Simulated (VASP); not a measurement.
Crystal: Ti.

```
CELL_PARAMETERS angstrom
-0.02869 2.02974 2.02203
2.03348 -0.01899 2.01234
2.02108 2.00765 -0.00660
ATOMIC_POSITIONS crystal
Ti 0.00000 0.00000 0.00000
```

The cell isn't the ideal one: cell strained at random at fixed volume.

```yaml
Program: VASP 6.6.1
Task: relaxation of cell and atoms
Functional: RPBE
Dispersion: D3(BJ)
Potentials_or_basis: VASP PAW PBE potentials, release 64 (Ti_sv)
Cutoff: 600 eV
k_mesh: 11 × 11 × 11
Occupations: methfessel-paxton, width 0.1 eV
Spin: no spin polarisation
```

At the start: pressure -32.0 GPa; volume 16.73 Å³/atom.

Task: Where does the relaxation end?

Result: Over 8 steps the energy falls by 471.1 meV/atom and the volume is 12.79 Å³/atom (-23.5 %); space group Fm-3m (No. 225, to 0.05 Å).

The path:
```csv
step,energy change (eV),largest force (eV/Å),pressure (GPa),volume (Å³)
1,0.0000,0.0000,-32.05,16.73
2,-0.0144,0.0000,57.89,9.86
3,-0.4701,0.0000,-1.31,12.90
4,-0.4705,0.0000,-0.08,12.80
5,-0.4704,0.0000,0.87,12.73
6,-0.4710,0.0000,-0.61,12.85
7,-0.4710,0.0000,-0.37,12.83
8,-0.4711,0.0000,0.04,12.79
```

Final structure:
```
Ti
1.0
     0.00069    1.85571    1.84868
     1.86454    0.00037    1.84911
     1.86478    1.85640    0.00010
Ti
1
Direct
  0.00000 0.00000 0.00000
```

Caveat: the PAW data sets were made with another functional, which shifts forces and pressure a little; pairwise dispersion overbinds metals, which lowers pressure and volume.
